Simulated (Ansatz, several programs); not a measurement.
TlCl, CsCl type, relaxed with r2SCAN in Ansatz (plane waves, PAW): space group Pm-3m (No. 221), cubic; a = 3.839 Å in the conventional setting, 28.29 Å³ an atom. Around Tl lie 8 Cl at 3.32 Å; around Cl lie 8 Tl at 3.32 Å. The cell was then scaled with its shape and fractional coordinates held. Calculated for a static, non-magnetic cell.

| V (Å³/atom) | E (meV/atom) |
| --- | --- |
| 26.588 | 10.07 |
| 28.286 | 0.00 |
| 29.134 | 2.12 |
| 29.983 | 7.97 |

(1) Pass a cubic E = c₀ + c₁u + c₂u² + c₃u³, with u = V − 28.498 Å³, through these points.

(2) Where is the minimum, and what bulk modulus follows?

(3) Predict the energy and the pressure at the withheld volume, 27.437 Å³.

Results:

(1) c₀ = 0.14, c₁ = +1.297, c₂ = 2.994, c₃ = -0.2133 (meV and Å³).

(2) dE/du = 0 at u = -0.212, so V₀ = 28.29 Å³. B = V₀ d²E/dV² = 28.29 × (2c₂ + 6c₃u) = 28.29 × 6.260 = 177 meV/Å³, and 1 meV/Å³ is 0.16022 GPa: 28 GPa. A third-order Birch-Murnaghan fit to all five points gives 28.28 Å³ and 28 GPa.

(3) With u = -1.061: E ≈ 2.39 meV and P = −dE/dV ≈ +0.93 GPa. The run gives 2.35 meV and, from its stress, +0.92 GPa.
